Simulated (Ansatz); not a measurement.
## GeTe, response to strain

The parent structure is GeTe (space group R3m, No. 160; layered).

```
GeTe
1.0
    2.09351     1.20869     3.68680
   -2.09351     1.20869     3.68680
    0.00000    -2.41737     3.68680
Ge Te
1 1
Cartesian
  0.00000   0.00000   2.56427
  0.00000   0.00000   8.49612
```

Cartesian axes are those of the cell as printed.

Strains are applied to the cell and any free atomic positions relax; under biaxial strain the out-of-plane vector relaxes too; under stress the whole cell relaxes.

Computed with plane-wave PAW DFT at the r2SCAN level (Ansatz, a quantum-chemistry and plane-wave program, 500 eV), without spin-orbit coupling.

Candidates:
(a) biaxial strain +2.25 %, plane normal [001], relaxed out of plane
(b) uniaxial stress, 5 GPa compression along z
(c) isotropic strain −1.38 %
(d) isotropic strain −3.39 %

Notes on the quantities. energy relative to the base: free energy F.

### Question
Order them by energy relative to the base, highest first.

### Answer
(b) uniaxial stress, 5 GPa compression along z (+49 meV/atom), (d) isotropic strain −3.39 % (+37 meV/atom), (a) biaxial strain +2.25 %, plane normal [001], relaxed out of plane (+7.8 meV/atom), (c) isotropic strain −1.38 % (+5.7 meV/atom)

The mesh was chosen for an insulator and is coarse for the gapless case. Stability under load was not tested beyond the relaxation. All final runs are without spin polarisation. No dispersion term is included, though the crystal is made of layers, chains or molecules, so its spacings can come out too wide.
